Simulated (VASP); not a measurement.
# Re (Fm-3m) in VASP: a series of runs

Aim: see how the results for Re move with the level of theory and the settings. Levels: BLYP+D3, r2SCAN. Tasks: optical spectrum, equation of state, elastic constants.

Everything below comes from runs of VASP 6.6.1. Logs are shortened: lines on timing, memory, paths and dates and some standing lists are left out, and cuts for length are marked.

## (1) Starting point

The structure is cubic, space group Fm-3m (No. 225). Conventional cell: a = 3.950 Å, b = 3.950 Å, c = 3.950 Å, α = 90.00°, β = 90.00°, γ = 90.00°. Around Re (site symmetry m-3m) lie 12 Re at 2.79 Å.

This isn't the form of Re at room conditions, which is hcp.

## (2) Optical spectrum, BLYP+D3, spin-orbit coupling, no magnetisation

File INCAR:

```
  PREC = Accurate
  ENCUT = 520
  EDIFF = 1E-7
  ISMEAR = 0
  SIGMA = 0.005
  LREAL = False
  LASPH = True
  NELM = 100
  ALGO = Conjugate
  ISIF = 2
  LWAVE = False
  LCHARG = False
  MAGMOM = 0 0 0
  LORBIT = 11
  LSORBIT = True
  GGA_COMPAT = False
  LMAXMIX = 4
  GGA = B5
  ALDAX = 1.0
  AGGAX = 1.0
  AGGAC = 1.0
  ALDAC = 0.0
  IVDW = 11
  VDW_S6 = 1.0
  VDW_S8 = 1.682
  VDW_SR = 1.094
  VDW_SR8 = 1.0
  LOPTICS = True
  NBANDS = 55
  NEDOS = 1000
  CSHIFT = 0.05
```

File KPOINTS:

```
Automatic mesh
0
Gamma
  2 2 2
```

File POSCAR:

```
Re
1.0
    0.0000000000      1.9750000000      1.9750000000
    1.9750000000      0.0000000000      1.9750000000
    1.9750000000      1.9750000000      0.0000000000
Re
1
Direct
    0.0000000000      0.0000000000      0.0000000000
```

Potentials or basis: VASP PAW PBE potentials, release 64 (Re).

Run with:

```console
> cat potpaw_PBE.64/Re/POTCAR > POTCAR
> mpirun -np 1 vasp_ncl > vasp.out
```

OUTCAR:

```text
PREC = Accurate
   ENCUT = 520
   EDIFF = 1E-7
   ISMEAR = 0
   LREAL = False
   LASPH = True
   NELM = 100
   ISIF = 2
   LORBIT = 11
   LSORBIT = True
   GGA = B5
   IVDW = 11
 IVDW          = 11

 ion  position               nearest neighbor table
   1  0.000  0.000  0.000-

  LATTYP: Found a face centered cubic cell.
 ALAT       =     3.9500000000

  Lattice vectors:

 A1 = (   0.0000000000,   1.9750000000,   1.9750000000)
 A2 = (   1.9750000000,   0.0000000000,   1.9750000000)
 A3 = (   1.9750000000,   1.9750000000,   0.0000000000)

Analysis of symmetry for initial positions (statically):
=====================================================================
 Subroutine PRICEL returns:
 Original cell was already a primitive cell.

 Routine SETGRP: Setting up the symmetry group for a
 face centered cubic supercell.

 Subroutine GETGRP returns: Found 48 space group operations
 (whereof 48 operations were pure point group operations)
 out of a pool of 48 trial point group operations.

The static configuration has the point symmetry O_h .

Analysis of symmetry for dynamics (positions and initial velocities):
=====================================================================
 Subroutine PRICEL returns:
 Original cell was already a primitive cell.

 Routine SETGRP: Setting up the symmetry group for a
 face centered cubic supercell.

 Subroutine GETGRP returns: Found 48 space group operations
 (whereof 48 operations were pure point group operations)
 out of a pool of 48 trial point group operations.

The dynamic configuration has the point symmetry O_h .

Analysis of structural, dynamic, and magnetic symmetry:
=====================================================================
 Subroutine PRICEL returns:
 Original cell was already a primitive cell.

 Routine SETGRP: Setting up the symmetry group for a
 face centered cubic supercell.

 Subroutine GETGRP returns: Found 48 space group operations
 (whereof 48 operations were pure point group operations)
 out of a pool of 48 trial point group operations.

The overall configuration has the point symmetry O_h .

 Subroutine INISYM returns: Found 48 space group operations
 (whereof 48 operations are pure point group operations),
 and found     1 'primitive' translations

----------------------------------------------------------------------------------------

                                     Primitive cell

  volume of cell :      15.4075

  direct lattice vectors                    reciprocal lattice vectors
     0.000000000  1.975000000  1.975000000    -0.253164557  0.253164557  0.253164557
     1.975000000  0.000000000  1.975000000     0.253164557 -0.253164557  0.253164557
     1.975000000  1.975000000  0.000000000     0.253164557  0.253164557 -0.253164557

  length of vectors
     2.793071786  2.793071786  2.793071786     0.438493875  0.438493875  0.438493875

  position of ions in fractional coordinates (direct lattice)
     0.000000000  0.000000000  0.000000000

  ion indices of the primitive-cell ions
   primitive index   ion index
                 1           1

----------------------------------------------------------------------------------------

 KPOINTS: Automatic mesh

Automatic generation of k-mesh.
 Grid dimensions read from file:
 generate k-points for:    2    2    2

 Generating k-lattice:

  Cartesian coordinates                     Fractional coordinates (reciprocal lattice)
    -0.126582278  0.126582278  0.126582278     0.500000000  0.000000000  0.000000000
     0.126582278 -0.126582278  0.126582278     0.000000000  0.500000000  0.000000000
     0.126582278  0.126582278 -0.126582278     0.000000000  0.000000000  0.500000000

  Length of vectors
     0.219246938  0.219246938  0.219246938

  Shift w.r.t. Gamma in fractional coordinates (k-lattice)
     0.000000000  0.000000000  0.000000000

 Subroutine IBZKPT returns following result:
 ===========================================

 Found      3 irreducible k-points:

 Following reciprocal coordinates:
            Coordinates               Weight
  0.000000  0.000000  0.000000      1.000000
  0.500000  0.000000  0.000000      4.000000
  0.500000  0.500000  0.000000      3.000000
   k-points           NKPTS =      3   k-points in BZ     NKDIM =      3   number of bands    NBANDS=     55
   number of dos      NEDOS =   1000   number of ions     NIONS =      1
   total plane-waves  NPLWV =  13824
   dimension x,y,z NGX =    24 NGY =   24 NGZ =   24
   dimension x,y,z NGXF=    48 NGYF=   48 NGZF=   48
   ions per type =               1
   NGX,Y,Z   is equivalent  to a cutoff of  14.28, 14.28, 14.28 a.u.
   NGXF,Y,Z  is equivalent  to a cutoff of  28.57, 28.57, 28.57 a.u.
 SYSTEM =  unknown system
   PREC   = accura    normal or accurate (medium, high low for compatibility)
   ISTART =      0    job   : 0-new  1-cont  2-samecut
   ICHARG =      2    charge: 1-file 2-atom 10-const
   ISPIN  =      1    spin polarized calculation?
   LNONCOLLINEAR =      T non collinear calculations
   LSORBIT =      T    spin-orbit coupling
   LASPH  =      T    aspherical Exc in radial PAW
   ENCUT  =  520.0 eV  38.22 Ry    6.18 a.u.   5.19  5.19  5.19*2*pi/ulx,y,z
   NELM   =    100;   NELMIN=  2; NELMDL= -5     # of ELM steps
   EDIFF  = 0.1E-06   stopping-criterion for ELM
   LREAL  =      F    real-space projection
   EDIFFG = 0.1E-05   stopping-criterion for IOM
   NSW    =      0    number of steps for IOM
   IBRION =     -1    ionic relax: 0-MD 1-quasi-New 2-CG
   NFREE  =      0    steps in history (QN), initial steepest desc. (CG)
   ISIF   =      2    stress and relaxation
   ISYM   =      2    0-nonsym 1-usesym 2-fastsym
   POTIM  = 0.5000    time-step for ionic-motion
   TEBEG  =    0.0;   TEEND  =   0.0 temperature during run
   PSTRESS=    0.0 pullay stress
   NELECT =       7.0000    total number of electrons
   NUPDOWN=      -1.0000    fix difference up-down
   EMIN   =  10.00;   EMAX   =-10.00  energy-range for DOS
   EFERMI =   0.00;   METHOD = LEGACY
   ISMEAR =     0;   SIGMA  =   0.01  broadening in eV -4-tet -1-fermi 0-gaus
   EFERMI_NEDOS =   21; number of points for ismear=-14 and -15
   IALGO  =     58    algorithm
   IMIX   =      4    mixing-type and parameters
     AMIX     =   0.40;   BMIX     =  1.00
     AMIX_MAG =   1.60;   BMIX_MAG =  1.00
  volume/ion in A,a.u.               =      15.41       103.97
  Fermi-wavevector in a.u.,A,eV,Ry     =   1.258531  2.378278 21.550255  1.583899
  Thomas-Fermi vector in A             =   2.392135
   LORBIT       =     11    0 simple, 1 ext, 2 COOP (PROOUT), +10 PAW based schemes
   GGA     = B5    functional components
   LHFCALC =     F    Hartree Fock is set to
   AEXX    =    0.0000 exact exchange contribution
   IVDW    =    11    specifies the selected vdW correction
   LEPSILON=     F    determine dielectric tensor
   LRPA    =     F    only Hartree local field effects (RPA)
 Gauss-broadening in eV      SIGMA  =   0.01
  energy-cutoff  :      520.00
  volume of cell :       15.41
 maximum number of plane-waves:       824
 NGX is ok and might be reduce to    24
   NGX = 11   NGY = 11   NGZ = 11

 number of electron       7.0000000 magnetization       0.0000000      0.0000000      0.0000000

 number of electron       7.0000000 magnetization      -0.0000000      0.0000000     -0.0000000

 number of electron       7.0000000 magnetization       0.0000000     -0.0000000      0.0000000

 Free energy of the ion-electron system (eV)
  ---------------------------------------------------
  ext. energy  EPLUGINS =         0.00000000
  ---------------------------------------------------
  free energy    TOTEN  =       -10.35304195 eV

  energy without entropy =      -10.35304195  energy(sigma->0) =      -10.35304195

 E-fermi :   9.3761     XC(G=0): -12.7928

 val. band max:        9.3277742977   @ k =   0.0000   0.0000   0.0000
 cond. band min:      10.8083041367   @ k =   0.5000   0.5000   0.0000
 fundamental gap:      1.4805298390
 Fermi energy:         9.3760911371

 k-point     1 :       0.0000    0.0000    0.0000
  band No.  band energies     occupation
      1      -1.4427      1.00000
      2      -1.4427      1.00000
      3       5.9823      1.00000
      4       5.9823      1.00000
      5       5.9823      1.00000
      6       5.9823      1.00000
[... 11 lines left out ...]
     18      27.8994      0.00000
     19      27.8994      0.00000

 k-point     2 :       0.5000    0.0000    0.0000
  band No.  band energies     occupation
      1       1.6062      1.00000
      2       1.6062      1.00000
      3       5.7779      1.00000
      4       5.7779      1.00000
      5       6.4045      1.00000
      6       6.4045      1.00000
[... 11 lines left out ...]
     18      27.2495      0.00000
     19      28.3682      0.00000

 k-point     3 :       0.5000    0.5000    0.0000
  band No.  band energies     occupation
      1       1.8387      1.00000
      2       1.8387      1.00000
      3       2.4711      1.00000
      4       2.4711      1.00000
      5      10.8083      0.00000
      6      10.8083      0.00000
[... 11 lines left out ...]
     18      21.0287      0.00000
     19      30.2032      0.00000
 [bands above 19 left out]

------------------------ aborting loop because EDIFF is reached ----------------------------------------

  frequency dependent IMAGINARY DIELECTRIC FUNCTION (independent particle, no local field effects) current-current
     E(ev)      X         Y         Z        XY        YZ        ZX
  --------------------------------------------------------------------------------------------------------------
     0.00000    -0.00000    -0.00000    -0.00000     0.00000     0.00000     0.00000
     0.96452    -0.00000    -0.00000    -0.00000     0.00000     0.00000     0.00000
     1.92905    -0.00000    -0.00000    -0.00000     0.00000     0.00000     0.00000
     2.89357    -0.00000    -0.00000    -0.00000     0.00000     0.00000     0.00000
     3.85809    -0.00000    -0.00000    -0.00000     0.00000     0.00000     0.00000
     4.82262    -0.00000    -0.00000    -0.00000     0.00000     0.00000     0.00000
[... 92 lines left out ...]
    94.52329    -0.00000    -0.00000    -0.00000     0.00000     0.00000     0.00000
    95.48781    -0.00000    -0.00000    -0.00000     0.00000     0.00000     0.00000

  frequency dependent      REAL DIELECTRIC FUNCTION (independent particle, no local field effects) current-current
     E(ev)        X           Y           Z          XY          YZ          ZX
  --------------------------------------------------------------------------------------------------------------
     0.00000    46.51681    46.51681    46.51681     0.00000     0.00000    -0.00000
     0.96452    51.43834    51.43834    51.43834     0.00000     0.00000    -0.00000
     1.92905    77.94120    77.94120    77.94120     0.00000     0.00000    -0.00000
     2.89357  -214.70525  -214.70525  -214.70525    -0.00000    -0.00000     0.00000
     3.85809   -63.71328   -63.71328   -63.71328    -0.00000    -0.00000     0.00000
     4.82262   -20.32594   -20.32594   -20.32594    -0.00000    -0.00000     0.00000
[... 92 lines left out ...]
    94.52329     0.85141     0.85141     0.85141    -0.00000    -0.00000     0.00000
    95.48781     0.85468     0.85468     0.85468    -0.00000    -0.00000     0.00000

 Spin-Orbit-Coupling matrix elements

 Ion:    1  E_soc:     -0.4611462
 l=   1
     0.0000000    -0.0355451    -0.0355451
    -0.0355451     0.0000000    -0.0355451
    -0.0355451    -0.0355451     0.0000000
 l=   2
     0.0000000    -0.0078582     0.0000000    -0.0078582    -0.0334544
    -0.0078582     0.0000000    -0.0250908    -0.0078582    -0.0083636
     0.0000000    -0.0250908     0.0000000    -0.0250908     0.0000000
    -0.0078582    -0.0078582    -0.0250908     0.0000000    -0.0083636
    -0.0334544    -0.0083636     0.0000000    -0.0083636     0.0000000
 l=   3
     0.0000000     0.0000000     0.0000000     0.0000000     0.0000000     0.0000000     0.0000000
     0.0000000     0.0000000     0.0000000     0.0000000     0.0000000     0.0000000     0.0000000
     0.0000000     0.0000000     0.0000000     0.0000000     0.0000000     0.0000000     0.0000000
     0.0000000     0.0000000     0.0000000     0.0000000     0.0000000     0.0000000     0.0000000
     0.0000000     0.0000000     0.0000000     0.0000000     0.0000000     0.0000000     0.0000000
     0.0000000     0.0000000     0.0000000     0.0000000     0.0000000     0.0000000     0.0000000
     0.0000000     0.0000000     0.0000000     0.0000000     0.0000000     0.0000000     0.0000000

 total charge

# of ion       s       p       d       tot
------------------------------------------
    1        0.523   0.677   4.991   6.191

 magnetization (x)

# of ion       s       p       d       tot
------------------------------------------
    1        0.000  -0.000   0.000   0.000

 magnetization (y)

# of ion       s       p       d       tot
------------------------------------------
    1        0.000   0.000  -0.000  -0.000

 magnetization (z)

# of ion       s       p       d       tot
------------------------------------------
    1       -0.000   0.000  -0.000  -0.000
```

It took 49 s on 1 thread of AMD EPYC 9R45 (Zen 5), shared host; peak memory 0.17 GiB.

These settings aren't checked as converged (typed here: ALGO = Conjugate; ISMEAR = 0; SIGMA = 0.005; k = 2 × 2 × 2): the numbers below hold their error.

What came out:

```
Free energy                                           : -11.4697 eV
Pressure                                              : -15.8 GPa
Valence electrons inside the program's atomic spheres : Re 6.19
Dispersion energy per atom                            : -1.117 eV
```

Caveat: the k mesh is coarse (spacing up to 1.38 Å⁻¹), so the values aren't converged; spectra need much finer meshes, so this one isn't converged; these spectra lack excitons; the PAW data sets were made with another functional, which shifts forces and pressure a little.

## (3) Equation of state, r2SCAN, 14.48 Å³/atom (volume scaled by 0.94)

File INCAR:

```
PREC     = Accurate       # precision mode
ENCUT    = 520            # plane-wave cutoff, eV
EDIFF    = 1E-7           # SCF threshold, eV
ISMEAR   = -1             # smearing method
SIGMA    = 0.05           # smearing width, eV
LREAL    = F              # projectors in reciprocal space
LASPH    = T              # aspherical terms in the spheres
NELM     = 60             # most SCF steps
ALGO     = Normal         # electronic algorithm
ISIF     = 2              # what is computed and relaxed
LWAVE    = F              # write WAVECAR
LCHARG   = F              # write CHGCAR
METAGGA  = R2SCAN         # meta-GGA
LMIXTAU  = T
```

File KPOINTS:

```
regular mesh
0
Gamma
  12 12 12
```

File POSCAR:

```
Re
1.0
    0.0000000000      1.9346825647      1.9346825647
    1.9346825647      0.0000000000      1.9346825647
    1.9346825647      1.9346825647      0.0000000000
Re
1
Direct
    0.0000000000      0.0000000000      0.0000000000
```

Potentials or basis: VASP PAW PBE potentials, release 64 (Re).

Run with:

```console
> cat potpaw_PBE.64/Re/POTCAR > POTCAR
> mpirun -np 1 vasp_std > vasp.out
```

It took 28 s on 1 thread of Intel Xeon 6975P-C (Granite Rapids), shared host; peak memory 0.13 GiB.

The run converged. Its results:

| Quantity | Value |
| --- | --- |
| Free energy | -52.3903 eV |
| Pressure | 7.6 GPa |
| Band gap on the k mesh | none (metal or under the smearing width) |

Caveat: the PAW data sets were made with another functional, which shifts forces and pressure a little.

(Part 1 of 2 ends here.)
